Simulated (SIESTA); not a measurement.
TePb:

```
Pb Te
1.0
     0.00000    3.23100    3.23100
     3.23100    0.00000    3.23100
     3.23100    3.23100    0.00000
Pb Te
1 1
Direct
  0.00000 0.00000 0.00000
  0.50000 0.50000 0.50000
```

Base run:

- Program: SIESTA 5.4.2
- Functional: PBE
- Potentials or basis: PseudoDojo 0.4 standard (PBE files)
- Basis: SZ (energy shift 0.002 Ry)
- Grid cutoff: 500 Ry
- Energy shift: 0.002 Ry
- k mesh: 7 × 7 × 7
- Occupations: fermi-dirac, width 0.05 eV
- Spin: no spin polarisation

Its results: pressure 5.7 GPa.

Question: The run is repeated on the same cell with these changes: basis from SZ (energy shift 0.002 Ry) to TZDP (energy shift 0.002 Ry). What comes out?

Answer: Pressure 2.6 GPa.

Caveats: the basis of atomic orbitals isn't converged, which shifts pressures, moduli and gaps; the basis has no polarisation orbitals (some runs); semicore shells carry a single zeta, which can move pressures by several GPa and volumes by a few percent (some runs).
